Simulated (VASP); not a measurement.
# ZnS in VASP: one cell, several levels of theory, part 2 of 2

VASP 6.6.1, plane waves, PAW. The steps go on from the part before.

**3. Single point with r2SCAN**

INCAR reads:

```
ENCUT = 520.000000
SIGMA = 0.010000
EDIFF = 1.00e-07
ALGO = Normal
METAGGA = R2SCAN
PREC = Accurate
IBRION = -1
ISIF = 2
ISMEAR = 0
NBANDS = 16
NELM = 120
NSW = 0
LASPH = .TRUE.
LCHARG = .FALSE.
LWAVE = .FALSE.
LREAL = .FALSE.
```

KPOINTS reads:

```
KPOINTS created by Atomic Simulation Environment
0
Gamma
8 8 8
0 0 0
```

KPOINTS_OPT reads:

```
special points
6
Reciprocal
0.0000000000 0.0000000000 0.0000000000 1
-0.5000000000 -0.5000000000 0.0000000000 1
-0.3750000000 -0.3750000000 0.2500000000 1
-0.3750000000 0.0000000000 0.3750000000 1
0.0000000000 0.0000000000 0.5000000000 1
-0.5000000000 -0.2500000000 0.2500000000 1
```

POSCAR reads:

```
Zn S
 1.0000000000000000
     0.0299767323000000    2.6971217055999999    2.6971217055999999
     2.6971217055999999    0.0299767323000000    2.6971217055999999
     2.6971217055999999    2.6971217055999999    0.0299767323000000
 Zn  S
   1   1
Cartesian
  0.0056815009818239  0.0056815009818239  0.0056815009818239
  1.3503735348931765  1.3503735348931765  1.3503735348931762
```

Command:

```console
> mpirun -np 1 vasp_std
```

Standard output, without the iteration lines:

```text
POSCAR found type information on POSCAR ZnS
 POSCAR found :  2 types and       2 ions
 -----------------------------------------------------------------------------
|                                                                             |
|                                                                             |
|     You enforced a specific xc type in the INCAR file but a different       |
|     I HOPE YOU KNOW WHAT YOU ARE DOING!                                     |
|                                                                             |
 -----------------------------------------------------------------------------

 LDA part: xc-table for (None), standard interpolation
 POSCAR, INCAR and KPOINTS ok, starting setup
 FFT: planning ... GRIDC
 FFT: planning ... GRID_SOFT
 FFT: planning ... GRID
 WAVECAR not read
 entering main loop
 Start KPOINTS_OPT (optional k-point list driver)
k-point batch [1-6\6]
```

OSZICAR:

```text
N       E                     dE             d eps       ncg     rms          rms(c)
DAV:   1     0.786132760352E+02    0.78613E+02   -0.91734E+03  2088   0.138E+03
DAV:   2    -0.158760527221E+02   -0.94489E+02   -0.87855E+02  2392   0.273E+02
DAV:   3    -0.218681215545E+02   -0.59921E+01   -0.59688E+01  2504   0.669E+01
DAV:   4    -0.219278696364E+02   -0.59748E-01   -0.59730E-01  2664   0.702E+00
DAV:   5    -0.219284937776E+02   -0.62414E-03   -0.62413E-03  2504   0.668E-01    0.741E+00
DAV:   6    -0.188769602662E+02    0.30515E+01   -0.14633E+00  2224   0.377E+01    0.656E+00
DAV:   7    -0.188455414618E+02    0.31419E-01   -0.42728E-01  2640   0.107E+01    0.380E+00
DAV:   8    -0.188606696800E+02   -0.15128E-01   -0.32850E-02  2608   0.172E+00    0.118E+00
DAV:   9    -0.188619730422E+02   -0.13034E-02   -0.33307E-03  2704   0.135E+00    0.113E-01
DAV:  10    -0.188620836115E+02   -0.11057E-03   -0.87588E-04  2472   0.314E-01    0.744E-02
DAV:  11    -0.188621164483E+02   -0.32837E-04   -0.25546E-04  2656   0.439E-01    0.549E-02
DAV:  12    -0.188621260381E+02   -0.95898E-05   -0.10440E-04  2592   0.273E-01    0.121E-02
DAV:  13    -0.188621259938E+02    0.44305E-07   -0.61482E-06  2552   0.280E-02    0.820E-03
DAV:  14    -0.188621293177E+02   -0.33239E-05   -0.39835E-07  2704   0.104E-02    0.380E-03
DAV:  15    -0.188621297710E+02   -0.45335E-06   -0.21727E-07  2376   0.901E-03    0.138E-03
DAV:  16    -0.188621297637E+02    0.73210E-08   -0.84229E-08  1160   0.236E-03
   1 F= -.18862130E+02 E0= -.18862130E+02  d E =-.457996E-53
       N       E                     dE             ncg
DAV:   1     0.177915463331E+04   -0.35083E+04      192
DAV:   2     0.121293873880E+04   -0.56622E+03      232
DAV:   3     0.117907376401E+04   -0.33865E+02      232
DAV:   4     0.117875606950E+04   -0.31769E+00      256
DAV:   5     0.117875247866E+04   -0.35908E-02      224
DAV:   6     0.117875241430E+04   -0.64361E-04      256
DAV:   7     0.117875241295E+04   -0.13505E-05      216
DAV:   8     0.117875241293E+04   -0.27863E-07      224
```

OUTCAR, selected sections:

```text
k-points           NKPTS =     65   k-points in BZ     NKDIM =     65   number of bands    NBANDS=     16

   NELECT =      18.0000    total number of electrons

   dimension x,y,z NGX =    28 NGY =   28 NGZ =   28
   dimension x,y,z NGXF=    56 NGYF=   56 NGZF=   56

  energy-cutoff  :      520.00
  volume of cell :       38.59
      direct lattice vectors                 reciprocal lattice vectors
     0.029976732  2.697121706  2.697121706    -0.188502400  0.186430350  0.186430350
     2.697121706  0.029976732  2.697121706     0.186430350 -0.188502400  0.186430350
     2.697121706  2.697121706  0.029976732     0.186430350  0.186430350 -0.188502400

 k-points in reciprocal lattice and weights: KPOINTS created by Atomic Simulation Env
   0.00000000  0.00000000  0.00000000       0.002
   0.12500000  0.00000000  0.00000000       0.012
   0.25000000  0.00000000  0.00000000       0.012
   0.37500000  0.00000000  0.00000000       0.012
   0.50000000  0.00000000  0.00000000       0.006
   0.12500000  0.12500000  0.00000000       0.012
   0.25000000  0.12500000  0.00000000       0.023
   0.37500000  0.12500000  0.00000000       0.023
[... 57 more k-points ...]

 E-fermi :   2.1814

 k-point     1 :       0.0000    0.0000    0.0000
  band No.  band energies     occupation
      1     -11.7946      2.00000
      2      -4.5570      2.00000
      3      -4.5433      2.00000
      4      -4.5433      2.00000
      5      -3.9734      2.00000
      6      -3.9734      2.00000
      7       1.9764      2.00000
      8       2.0755      2.00000
      9       2.0755      2.00000
     10       4.8149      0.00000
     11       8.7845      0.00000
     12       9.0062      0.00000
     13       9.0062      0.00000
     14      14.3731      0.00000
     15      14.3731      0.00000
     16      14.7220      0.00000

 k-point     2 :       0.1250    0.0000    0.0000
  band No.  band energies     occupation
      1     -11.6692      2.00000
      2      -4.5455      2.00000
      3      -4.5293      2.00000
      4      -4.5207      2.00000
      5      -3.9757      2.00000
      6      -3.9747      2.00000
      7       0.9646      2.00000
      8       1.8307      2.00000
      9       1.9175      2.00000
     10       5.5899      0.00000
     11       8.8807      0.00000
     12       9.0956      0.00000
     13       9.2689      0.00000
     14      13.7103      0.00000
     15      13.7725      0.00000
     16      15.5113      0.00000

 k-point     3 :       0.2500    0.0000    0.0000
  band No.  band energies     occupation
      1     -11.3412      2.00000
      2      -4.4965      2.00000
      3      -4.4743      2.00000
      4      -4.4709      2.00000
      5      -3.9737      2.00000
      6      -3.9700      2.00000
      7      -0.8370      2.00000
      8       1.4865      2.00000
      9       1.5728      2.00000
     10       6.0849      0.00000
     11       9.4585      0.00000
     12       9.6093      0.00000
     13       9.6378      0.00000
     14      13.4628      0.00000
     15      13.6389      0.00000
     16      14.8782      0.00000

 k-point     4 :       0.3750    0.0000    0.0000
  band No.  band energies     occupation
      1     -10.9679      2.00000
      2      -4.4340      2.00000
      3      -4.4311      2.00000
      4      -4.2609      2.00000
      5      -3.9569      2.00000
      6      -3.9508      2.00000
      7      -2.4590      2.00000
      8       1.1799      2.00000
      9       1.2649      2.00000
     10       5.9504      0.00000
     11       9.4615      0.00000
     12       9.5235      0.00000
     13      10.9782      0.00000
     14      14.5322      0.00000
     15      14.6760      0.00000
     16      14.9087      0.00000

 k-point     5 :       0.5000    0.0000    0.0000
  band No.  band energies     occupation
      1     -10.7961      2.00000
      2      -4.4191      2.00000
      3      -4.4183      2.00000
      4      -3.9469      2.00000
      5      -3.9375      2.00000
      6      -3.7620      2.00000
      7      -3.4903      2.00000
      8       1.0606      2.00000
      9       1.1451      2.00000
     10       5.8555      0.00000
     11       9.3633      0.00000
     12       9.4132      0.00000
     13      11.5494      0.00000
     14      15.0219      0.00000
     15      16.0050      0.00000
     16      16.3287      0.00000

 k-point     6 :       0.1250    0.1250    0.0000
  band No.  band energies     occupation
      1     -11.6290      2.00000
      2      -4.5690      2.00000
      3      -4.5083      2.00000
      4      -4.5011      2.00000
      5      -3.9912      2.00000
      6      -3.9613      2.00000
      7       1.0112      2.00000
      8       1.5731      2.00000
      9       1.6495      2.00000
     10       5.9613      0.00000
     11       8.1850      0.00000
     12       9.5477      0.00000
     13       9.6677      0.00000
     14      12.6194      0.00000
     15      14.5854      0.00000
     16      16.0799      0.00000

 k-point     7 :       0.2500    0.1250    0.0000
  band No.  band energies     occupation
      1     -11.3690      2.00000
      2      -4.5574      2.00000
      3      -4.4539      2.00000
      4      -4.4474      2.00000
      5      -3.9996      2.00000
      6      -3.9505      2.00000
      7      -0.3255      2.00000
      8       1.1572      2.00000
      9       1.3234      2.00000
     10       6.6638      0.00000
     11       8.1324      0.00000
     12       9.9932      0.00000
     13      10.1578      0.00000
     14      12.3154      0.00000
     15      14.5520      0.00000
     16      16.4758      0.00000

 k-point     8 :       0.3750    0.1250    0.0000
  band No.  band energies     occupation
      1     -11.0054      2.00000
      2      -4.4682      2.00000
      3      -4.4031      2.00000
      4      -4.3381      2.00000
      5      -3.9743      2.00000
      6      -3.9382      2.00000
      7      -1.9052      2.00000
      8       0.8351      2.00000
      9       0.9034      2.00000
     10       6.6462      0.00000
     11       8.8394      0.00000
     12      10.2007      0.00000
     13      10.2548      0.00000
     14      13.6413      0.00000
     15      15.3670      0.00000
     16      15.8320      0.00000

 k-point     9 :       0.5000    0.1250    0.0000
  band No.  band energies     occupation
      1     -10.7549      2.00000
      2      -4.4219      2.00000
      3      -4.3840      2.00000
      4      -4.0407      2.00000
      5      -3.9403      2.00000
      6      -3.8178      2.00000
      7      -3.1417      2.00000
      8       0.4891      2.00000
      9       0.8366      2.00000
     10       6.5565      0.00000
     11       8.8111      0.00000
     12       9.9533      0.00000
     13      11.5066      0.00000
     14      14.7537      0.00000
     15      16.0882      0.00000
     16      16.4310      0.00000

 k-point    10 :      -0.3750    0.1250    0.0000
  band No.  band energies     occupation
      1     -10.8100      2.00000
      2      -4.4167      2.00000
      3      -4.3977      2.00000
      4      -4.1170      2.00000
      5      -3.9659      2.00000
      6      -3.8989      2.00000
      7      -2.7990      2.00000
      8       0.3637      2.00000
      9       1.0632      2.00000
     10       6.6271      0.00000
     11       8.9724      0.00000
     12       9.8052      0.00000
     13      11.1877      0.00000
     14      14.2862      0.00000
     15      15.4060      0.00000
     16      16.8963      0.00000

 k-point    11 :      -0.2500    0.1250   -0.0000
  band No.  band energies     occupation
      1     -11.1250      2.00000
      2      -4.4563      2.00000
      3      -4.4386      2.00000
      4      -4.4127      2.00000
      5      -3.9918      2.00000
      6      -3.9387      2.00000
      7      -1.4119      2.00000
      8       0.5661      2.00000
      9       1.4528      2.00000
     10       6.7648      0.00000
     11       9.2195      0.00000
     12       9.7034      0.00000
     13       9.8421      0.00000
     14      12.7674      0.00000
     15      15.2138      0.00000
     16      16.0985      0.00000

 k-point    12 :      -0.1250    0.1250    0.0000
  band No.  band energies     occupation
      1     -11.4740      2.00000
      2      -4.5381      2.00000
      3      -4.4980      2.00000
      4      -4.4756      2.00000
      5      -3.9912      2.00000
      6      -3.9598      2.00000
      7       0.0610      2.00000
      8       1.1568      2.00000
      9       1.7967      2.00000
     10       6.3578      0.00000
     11       8.6260      0.00000
     12       9.3502      0.00000
     13       9.8253      0.00000
     14      12.7037      0.00000
     15      14.0289      0.00000
     16      16.6720      0.00000

[... the tables of k-points 13 to 65 left out ...]

  Total        0.2701516      0.2701516      0.2701516     -0.1386378     -0.1386378     -0.1386378
  in kB       11.2172790     11.2172790     11.2172790     -5.7565412     -5.7565412     -5.7565412
  external PRESSURE =      11.2172790 kB  Pullay stress =       0.0000000 kB

 POSITION                                       TOTAL-FORCE (eV/Angst)
 -----------------------------------------------------------------------------------
      0.00568      0.00568      0.00568        -0.000072     -0.000072     -0.000072
      1.35037      1.35037      1.35037         0.000072      0.000072      0.000072
 -----------------------------------------------------------------------------------
    total drift:                                0.002722      0.002722      0.002722

  FREE ENERGIE OF THE ION-ELECTRON SYSTEM (eV)
  ---------------------------------------------------
  free  energy   TOTEN  =       -18.8621297637 eV

  energy  without entropy=      -18.8621297637  energy(sigma->0) =      -18.86212976
```

Hardware: 1 MPI rank of Intel Xeon Platinum 8488C, shared host.

The levels at the points of KPOINTS_OPT are read from vasprun.xml.

Band energies at the special points (eV, zero at the top of v, the last band that the electrons fill by count):

```csv
point,v−1,v,c,c+1
Γ,0.00,0.00,2.74,6.71
X,-2.46,-2.34,3.63,4.46
U,-3.35,-1.90,4.54,6.35
K,-3.30,-2.01,4.37,6.56
L,-1.01,-0.93,3.78,7.29
W,-2.97,-2.89,6.00,6.68
```

Gap with r2SCAN: 2.74 eV, direct (Γ). Pressure: 1.12 GPa; the forces vanish within 0.01 eV/Å.

**4. Summary**

The summary covers parts 1 to 2.

```
 level  gap (eV)  pressure (GPa)  Ansatz: gap (eV)  Ansatz: pressure (GPa)
   PBE      2.18            3.55              2.17                    3.38
r2SCAN      2.74            1.12              2.73                    1.13
```

In words: The gap runs from 2.18 eV (PBE) to 2.74 eV (r2SCAN). At this one volume the pressure spans 1.1 GPa (r2SCAN) to 3.6 GPa (PBE): PBE wants the largest cell and r2SCAN the smallest. The two programs agree on the gap within 0.02 eV, far less than the spread between functionals. The two codes have different PAW datasets and cutoffs.
